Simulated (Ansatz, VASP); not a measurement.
One calculation of Na, two programs

```
Na
1.0
     7.02334    0.00000    0.00000
     0.00000    7.02334    0.00000
     0.00000    0.00000    7.02334
Na
1
Direct
  0.00000 0.00000 0.00000
```

This isn't the form of Na at room conditions, which is bcc.

Alike in both runs: task single point; functional LDA; k mesh 5 × 5 × 5; no spin polarisation.

```csv
,VASP,Ansatz
version,VASP 6.6.1,Ansatz 0.2.0
potentials or method,"VASP PAW LDA potentials, release 64 (Na_pv), cutoff 520 eV",all-electron (LAPW or listed datasets)
occupations,"methfessel-paxton of order 1, width 0.1 eV","cold, width 0.1 eV"
```

|  | VASP | Ansatz | Ansatz less VASP |
| --- | --- | --- | --- |
| gap on the k mesh at the Fermi level (eV) | none | none | - |
| pressure (GPa) | -0.1 | -0.1 | 0.00 |

A gap of «none» marks a metal or a gap that the smearing closes. Ansatz ran all-electron here, so the differences hold the error of VASP's frozen core and of both bases.
